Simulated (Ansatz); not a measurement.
Zr:

```
CELL_PARAMETERS angstrom
3.23200 0.00000 0.00000
-1.61600 2.79899 0.00000
0.00000 0.00000 5.14700
ATOMIC_POSITIONS crystal
Zr 0.66667 0.33333 0.75000
Zr 0.33333 0.66667 0.25000
```

Program: Ansatz 0.2.0. Alike in all runs: potentials or basis Ansatz PAW; cell as given. Hardware: 2 threads of Intel(R) Xeon(R) Processor @ 2.50GHz (Skylake/Cascade Lake), with other jobs on the host.

Problem. Order these runs on this cell by their wall time, lowest first.
A. task band structure; level HSE06; spin off; k mesh 5 × 5 × 3; cutoff (eV) 420; smearing fermi-dirac 0.05 eV; points for each segment of the path 4; mesh quality coarse
B. task band structure; level r2SCAN; spin SOC, no magnetisation; k mesh 7 × 7 × 4; cutoff (eV) 500; smearing fermi-dirac 0.05 eV; points for each segment of the path 14; mesh quality not flagged
C. task band structure; level r2SCAN; spin off; k mesh 9 × 9 × 5; cutoff (eV) 500; smearing fermi-dirac 0.05 eV; points for each segment of the path 14; mesh quality not flagged
D. task single point; level PBE; spin off; k mesh 9 × 9 × 5; cutoff (eV) 420; smearing gaussian 0.026 eV; mesh quality not flagged

Solution. D (2.1 s), C (8.3 s), B (46 s), A (670 s).

Caveats: some runs use coarse meshes.
